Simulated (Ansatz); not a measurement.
# HfO2 (P4_2/mnm) in Ansatz: a series of runs

The runs below take HfO2 through band structure, with revPBE, BLYP.

Program: Ansatz 0.2.0. These are calculated values, not measurements. Logs are shortened: lines on timing, memory, paths and dates and some standing lists are left out, and cuts for length are marked.

## Step 1: The structure

It takes space group P4_2/mnm (No. 136, tetragonal). Conventional cell: a = 4.814 Å, b = 4.814 Å, c = 3.205 Å, α = 90.00°, β = 90.00°, γ = 90.00°. Around Hf (site symmetry mmm) lie 6 O at 2.08 Å. Around O (site symmetry m2m) lie 3 Hf at 2.08 Å.

Measurements of this composition are mostly on another form, of space group No. 14.

## Step 2: Band structure, revPBE

File input.yaml:

```yaml
crystal:
  lattice:
    - [4.81353299, 0.0, 0.0]
    - [0.0, 4.81353299, 0.0]
    - [0.0, 0.0, 3.20541541]
  atoms:
    - { symbol: Hf, position: [0.5, 0.5, 0.5] }
    - { symbol: Hf, position: [0.0, 0.0, 0.0] }
    - { symbol: O, position: [0.80504488, 0.19495512, 0.5] }
    - { symbol: O, position: [0.69495512, 0.69495512, 0.0] }
    - { symbol: O, position: [0.30504488, 0.30504488, 0.0] }
    - { symbol: O, position: [0.19495512, 0.80504488, 0.5] }
hamiltonian:
  xc: revpbe
  pseudopotentials: { kind: paw }
kpoints:
  mp_grid: { grid: [6, 6, 8] }
  band_path:
    path:
      - [[0.0, 0.0, 0.0], [0.0, 0.5, 0.0], [0.5, 0.5, 0.0], [0.0, 0.0, 0.0], [0.0, 0.0, 0.5], [0.0, 0.5, 0.5], [0.5, 0.5, 0.5], [0.0, 0.0, 0.5]]
      - [[0.0, 0.5, 0.0], [0.0, 0.5, 0.5]]
      - [[0.5, 0.5, 0.0], [0.5, 0.5, 0.5]]
    npoints: 14
scf:
  occupations: { method: fermi_dirac, width: 0.05 }
  n_extra_bands: 15
output:
  forces: true
  stress: true
  eigenvalues: true
  fatbands: true
```

Potentials or basis: Ansatz PAW.

Command:

```bash
$ ansatz run input.yaml --threads 2 --pin off --max-ram 5632MiB --backend cpu --events-out ev --progress --plain --runs-dir out
```

Log:

```text
Warning: RAYON_NUM_THREADS=2 ignored (pool sized by the plan → 2); use --threads N
scf.n_extra_bands = 15 over 38 filled bands (N_el = 76.0): the run solves 53 bands
Engine: ansatz 0.2.0, aarch64-unknown-linux-gnu
Pseudopotentials: kind: paw
Pseudopotential: Hf, paw, valence charge 26, recommended cutoff 420 eV (normal), Hf.paw.azcp
Pseudopotential: O, paw, valence charge 6, recommended cutoff 420 eV (normal), O.paw.azcp
Functional definition: revPBE
  parameter kappa = 1.245
  parameter beta = 0.06672455060314922
  exchange = pbe_x(kappa = kappa, mu = beta*pi^2/3)
  correlation = pbe_c(beta = beta)
Crystal: 6 atoms, lattice volume = 74.270 Å³
Basis set: ecut = 420 eV, 1439 PW (Γ), exchange–correlation on 72×72×48 points (8 copies of the dense FFT grid, shifted against one another)
Bands: 53, of which v1, the nominal top of the filled ones, is band 38 counted from 1 (37 counted from 0)
Symmetry: 16 space group operations
Space group: P42/mnm (ITA 136), of the structure as read, at distance tolerance 4.2e-5 Å
k-points: 50 of 288
Non-local potential: Hf, projectors of the file, l = 0: 3, l = 1: 2, l = 2: 2, l = 3: 3
Non-local potential: O, projectors of the file, l = 0: 2, l = 1: 2, l = 2: 1
PAW form: soft (Blöchl's): semilocal exchange-correlation on the pseudo side does not see the compensation charge
PAW frozen core: Hf, regenerated for the run's functional, and the local potential with it (the file was generated under x = pbe(κ = 0.804, μ = 0.2195149727645171), c = pbe(β = 0.06672455060314922))
PAW frozen core: O, regenerated for the run's functional, and the local potential with it (the file was generated under x = pbe(κ = 0.804, μ = 0.2195149727645171), c = pbe(β = 0.06672455060314922))
PAW one-centre angular grid: Hf, 590 points (default); XC on 64 Gauss nodes
PAW one-centre angular grid: O, 110 points (default); XC on 64 Gauss nodes
Initial density: superposition of atomic densities (neutral atoms: chi_scale 0, normalization atom), corrected by the library's trained network
Initial wavefunctions: pseudopotential atomic-orbital guess
Functional: x = revpbe(κ = 1.245, μ = 0.2195149727645171), c = pbe(β = 0.06672455060314922)
SCF iter   1: F=—  HF=-33745.718727 eV  |F-HF|=—  |Δ(HF+E_count)|=         —  Δρ=4.92e-3  dr2=1.66e-2  ethr=1.77e-3  ⟨swp⟩=5.6  Hψ=8974  notcnv=0  defer=102
preconditioner: auto → Resta (q_TF=auto, 2.739 Å⁻¹)  ε∞=4.1  [insulator: Δε(μ)=4.165 eV  Ē_g=20.753 eV  σ=0.050 eV  W_gap=1.00  n_scr=30 (ndim 8)  ℏωp=36.6 eV  f_vac=0.089  D(μ)=0.00/eV (n_scr^D=0)  ε∞_Penn≈4.1]
SCF iter   2: F=—  HF=-33745.716885 eV  |F-HF|=—  |Δ(HF+E_count)|=   1.84e-3  Δρ=2.40e-3  dr2=2.46e-3  ethr=2.18e-5  ⟨swp⟩=2.1  Hψ=4455  notcnv=0  defer=182
SCF iter   3: F=—  HF=-33745.717134 eV  |F-HF|=—  |Δ(HF+E_count)|=   2.49e-4  Δρ=1.08e-3  dr2=7.95e-4  ethr=3.24e-6  ⟨swp⟩=2.0  Hψ=3378  notcnv=0  defer=182
SCF iter   4: F=—  HF=-33745.717288 eV  |F-HF|=—  |Δ(HF+E_count)|=   1.54e-4  Δρ=1.87e-4  dr2=2.58e-5  ethr=1.05e-6  ⟨swp⟩=2.1  Hψ=3517  notcnv=0  defer=182
SCF iter   5: F=—  HF=-33745.717238 eV  |F-HF|=—  |Δ(HF+E_count)|=   5.02e-5  Δρ=1.29e-4  dr2=1.02e-5  ethr=3.40e-8  ⟨swp⟩=2.0  Hψ=4104  notcnv=0  defer=182
SCF iter   6: F=—  HF=-33745.717244 eV  |F-HF|=—  |Δ(HF+E_count)|=   5.84e-6  Δρ=4.25e-5  dr2=1.60e-6  ethr=1.34e-8  ⟨swp⟩=2.0  Hψ=3657  notcnv=0  defer=182
SCF iter   7: F=—  HF=-33745.717246 eV  |F-HF|=—  |Δ(HF+E_count)|=   2.11e-6  Δρ=9.31e-6  dr2=1.01e-7  ethr=2.10e-9  ⟨swp⟩=2.0  Hψ=3723  notcnv=0  defer=182
SCF iter   8: F=-33745.717246 eV  HF=-33745.717246 eV  |F-HF|=7.64e-9  |Δ(HF+E_count)|=   1.64e-7  Δρ=2.17e-6  dr2=5.70e-9  ethr=1.32e-10  ⟨swp⟩=8.9  Hψ=11387  notcnv=0
SCF 1 converged in 8 iterations: F = -33745.717246 eV  dr2 = 5.70e-9
NSCF: frozen V_eff on 129 k-points
SCF converged after 8 iterations
Free energy (F): -33745.717246 eV
Harris-Foulkes:  -33745.717246 eV  (|F-HF|=7.64e-9)
Internal energy: -33745.717246 eV  (E = F + TS)
E sigma→0 (E₀):  -33745.717246 eV
Fermi energy:    14.844773 eV
--- Per-component energies (eV) ---
  E_band       = -95.347734
  E_kinetic    = 1547.937956
  E_local      = -12941.396314  (includes V_loc(G=0)·N_el)
  E_nonlocal   = -2297.803441
  E_hartree    = 5899.644114
  E_xc         = -897.824440
  E_vxc        = -910.386136  (∫ρ·V_xc dr)
  E_paw        = -14509.669681  (= ΣΔE_a)
  E_vpaw       = 2707.005747  (= ΣTr[D̂ρ^β])
  E_aug_tail   = 0.009987  (compensation charges beyond the density's cutoff)
  E_ewald      = -10546.289195
  E_core_change = -0.326231  (= ΣΔE_core)
  E_smearing   = -0.000000  (= −TS)
  E_closure    = -0.000000  (closes the sum)
  Σ components = -33745.717246   (vs F -33745.717246, Δ=0.00e0)
--- Forces (eV/Å), atoms counted from 1 ---
  atom   1  Hf     0.00000000     0.00000000     0.00000000
  atom   2  Hf     0.00000000    -0.00000000     0.00000000
  atom   3  O     -0.07108980     0.07108980     0.00000000
  atom   4  O      0.07108980     0.07108980     0.00000000
  atom   5  O     -0.07108980    -0.07108980     0.00000000
  atom   6  O      0.07108980    -0.07108980     0.00000000
  max |Σ_I F_I| component: 5.55e-17 eV/Å
--- Stress (GPa, compression-positive) ---
       11.314114       0.000000       0.000000
        0.000000      11.314114       0.000000
        0.000000       0.000000      12.894311
  P = ⅓ Tr σ = 11.8408 GPa (118.408 kbar)
--- Band table (eV; the first three rows and the last of 50) ---
  k-point 0: bands = ["-47.5600", "-47.5498", "-16.5535", "-16.5535", "-16.2489", "-16.2489", "-16.1232", "-16.0605", "-4.9575", "-4.1886", "-3.0613", "-3.0613", "2.5868", "2.5868", "2.5949", "2.6302", "2.6302", "2.6309", "2.6361", "2.6361", "2.6599", "2.6668", "2.6852", "2.6893", "2.7764", "2.7764", "7.2859", "7.7556", "8.4730", "9.2354", "9.2354", "10.9969", "10.9969", "11.2247", "12.1408", "12.3957", "12.3957", "12.7747", "16.8906", "17.0694", "18.1461", "18.5002", "18.5002", "19.2513", "20.8144", "21.2755", "23.4026", "23.4026", "24.1391", "24.1391", "25.5667", "27.5615", "28.4749"]
  k-point 1: bands = ["-47.5565", "-47.5470", "-16.5265", "-16.5265", "-16.2470", "-16.2470", "-16.2195", "-16.1640", "-4.7717", "-4.0537", "-3.1689", "-3.1689", "2.5916", "2.5916", "2.6007", "2.6314", "2.6324", "2.6324", "2.6369", "2.6369", "2.6571", "2.6628", "2.6793", "2.6828", "2.7618", "2.7618", "7.5453", "7.9509", "8.6351", "9.2253", "9.2253", "10.7806", "11.1762", "11.1762", "11.6000", "12.2025", "12.2025", "12.6729", "17.2047", "17.5392", "18.0334", "18.4526", "18.4526", "19.6331", "20.5945", "21.5645", "23.3983", "23.3983", "24.6770", "24.6770", "25.4583", "27.6537", "28.4922"]
  k-point 2: bands = ["-47.5478", "-47.5406", "-16.4567", "-16.4567", "-16.4427", "-16.4042", "-16.2462", "-16.2462", "-4.3146", "-3.7499", "-3.4243", "-3.4243", "2.6046", "2.6046", "2.6202", "2.6280", "2.6345", "2.6345", "2.6419", "2.6419", "2.6502", "2.6533", "2.6573", "2.6865", "2.7285", "2.7285", "8.2239", "8.4190", "9.1058", "9.2945", "9.2945", "9.8759", "10.5784", "11.4593", "11.4593", "11.7509", "11.7509", "12.3071", "17.8265", "17.8853", "18.4023", "18.5424", "18.5424", "20.0112", "20.6466", "22.2489", "23.2607", "23.2607", "25.0837", "26.0593", "26.0593", "27.9019", "27.9047"]
  k-point 49: bands = ["-47.5335", "-47.5335", "-16.7292", "-16.7292", "-16.3176", "-16.3176", "-16.2909", "-16.2909", "-3.8316", "-3.8316", "-3.4280", "-3.4280", "2.6252", "2.6252", "2.6350", "2.6350", "2.6363", "2.6363", "2.6426", "2.6426", "2.6429", "2.6429", "2.6810", "2.6810", "2.6918", "2.6918", "8.7312", "8.7312", "8.8085", "8.8085", "9.7114", "9.7114", "10.8061", "10.8061", "11.7138", "11.7138", "12.3162", "12.3162", "18.0491", "18.0491", "18.7656", "18.7656", "19.3584", "19.3584", "22.3013", "22.3013", "23.2651", "23.2651", "24.3554", "24.3554", "26.1296", "26.1296", "26.2950"]
```

Wall time 14 s (2 threads of Arm Neoverse V2, shared host); peak memory 0.48 GiB.

Results:

```
Free energy             : -33745.7172 eV
Pressure                : 11.8 GPa
Largest force           : 0.101 eV/Å
Band gap on the k mesh  : 4.12 eV, direct
Band gap along the path : 4.12 eV, direct
```

Forces on the atoms (eV/Å):
```
Hf   0.000  0.000  0.000
Hf   0.000  0.000  0.000
O   -0.071  0.071  0.000
O    0.071  0.071  0.000
O   -0.071 -0.071  0.000
O    0.071 -0.071  0.000
```

Levels at the corners of the path, in eV from the valence-band top:
| point | band 34 | band 35 | band 36 | band 37 | band 38 | band 39 | band 40 | band 41 | band 42 | band 43 |
| --- | --- | --- | --- | --- | --- | --- | --- | --- | --- | --- |
| Γ | -1.55 | -0.63 | -0.38 | -0.38 | 0.00 | 4.12 | 4.29 | 5.37 | 5.73 | 5.73 |
| X | -2.68 | -1.38 | -1.38 | -0.63 | -0.63 | 4.79 | 4.79 | 6.35 | 6.35 | 6.62 |
| M | -1.75 | -1.05 | -1.05 | -0.71 | -0.71 | 4.35 | 4.35 | 5.79 | 5.79 | 6.78 |
| Γ | -1.55 | -0.63 | -0.38 | -0.38 | 0.00 | 4.12 | 4.29 | 5.37 | 5.73 | 5.73 |
| Z | -2.05 | -2.00 | -2.00 | -0.94 | -0.94 | 5.74 | 5.74 | 6.21 | 6.21 | 6.25 |
| R | -1.77 | -1.68 | -1.68 | -0.85 | -0.85 | 4.33 | 4.33 | 6.47 | 6.47 | 7.06 |
| A | -1.97 | -1.06 | -1.06 | -0.46 | -0.46 | 5.27 | 5.27 | 5.99 | 5.99 | 6.58 |
| Z | -2.05 | -2.00 | -2.00 | -0.94 | -0.94 | 5.74 | 5.74 | 6.21 | 6.21 | 6.25 |
| X | -2.68 | -1.38 | -1.38 | -0.63 | -0.63 | 4.79 | 4.79 | 6.35 | 6.35 | 6.62 |
| R | -1.77 | -1.68 | -1.68 | -0.85 | -0.85 | 4.33 | 4.33 | 6.47 | 6.47 | 7.06 |
| M | -1.75 | -1.05 | -1.05 | -0.71 | -0.71 | 4.35 | 4.35 | 5.79 | 5.79 | 6.78 |
| A | -1.97 | -1.06 | -1.06 | -0.46 | -0.46 | 5.27 | 5.27 | 5.99 | 5.99 | 6.58 |

Caveat: the pressure holds a Pulay correction of +0.6 GPa for the finite cutoff; spin-orbit coupling is left out, which moves the levels of the heavy elements; the PAW data sets come from PBE, with cores solved anew for the run's functional, which leaves a small shift of forces and pressure.

## Step 3: Band structure, BLYP

Edit input.yaml of step 2 so:

```diff
@@ -13,3 +13,3 @@
 hamiltonian:
-  xc: revpbe
+  xc: blyp
   pseudopotentials: { kind: paw }
@@ -30,2 +30,2 @@
   eigenvalues: true
-  fatbands: true
+  fatbands: false
```

Potentials or basis: Ansatz PAW.

Command:

```bash
$ ansatz run input.yaml --threads 2 --pin off --max-ram 5632MiB --backend cpu --events-out ev --progress --plain --runs-dir out
```

It took 11 s on 2 threads of Arm Neoverse V2, shared host; peak memory 0.48 GiB.

Results (log left out):

```yaml
Free_energy: -33779.0569 eV
Pressure: 13.9 GPa
Largest_force: 0.147 eV/Å
Band_gap_on_the_k_mesh: 4.06 eV, direct
Band_gap_along_the_path: 4.06 eV, direct
```

Forces on the atoms (eV/Å):
```
Hf   0.000  0.000  0.000
Hf   0.000  0.000  0.000
O   -0.104  0.104  0.000
O    0.104  0.104  0.000
O   -0.104 -0.104  0.000
O    0.104 -0.104  0.000
```

Stress tensor (GPa, compression positive):
```
13.22  0.00  0.00
 0.00 13.22  0.00
 0.00  0.00 15.35
```

Levels at the corners of the path, in eV from the valence-band top:
```csv
point,band 34,band 35,band 36,band 37,band 38,band 39,band 40,band 41,band 42,band 43
Γ,-1.54,-0.63,-0.39,-0.39,0.00,4.06,4.24,5.28,5.67,5.67
X,-2.67,-1.37,-1.37,-0.62,-0.62,4.72,4.72,6.29,6.29,6.54
M,-1.76,-1.04,-1.04,-0.72,-0.72,4.30,4.30,5.73,5.73,6.69
Γ,-1.54,-0.63,-0.39,-0.39,0.00,4.06,4.24,5.28,5.67,5.67
Z,-2.05,-1.99,-1.99,-0.93,-0.93,5.66,5.66,6.18,6.18,6.19
R,-1.77,-1.66,-1.66,-0.85,-0.85,4.28,4.28,6.40,6.40,6.97
A,-1.96,-1.06,-1.06,-0.46,-0.46,5.20,5.20,5.96,5.96,6.50
Z,-2.05,-1.99,-1.99,-0.93,-0.93,5.66,5.66,6.18,6.18,6.19
X,-2.67,-1.37,-1.37,-0.62,-0.62,4.72,4.72,6.29,6.29,6.54
R,-1.77,-1.66,-1.66,-0.85,-0.85,4.28,4.28,6.40,6.40,6.97
M,-1.76,-1.04,-1.04,-0.72,-0.72,4.30,4.30,5.73,5.73,6.69
A,-1.96,-1.06,-1.06,-0.46,-0.46,5.20,5.20,5.96,5.96,6.50
```

Caveat: the pressure holds a Pulay correction of +0.9 GPa for the finite cutoff; spin-orbit coupling is left out, which moves the levels of the heavy elements; the PAW data sets come from PBE, with cores solved anew for the run's functional, which leaves a small shift of forces and pressure.
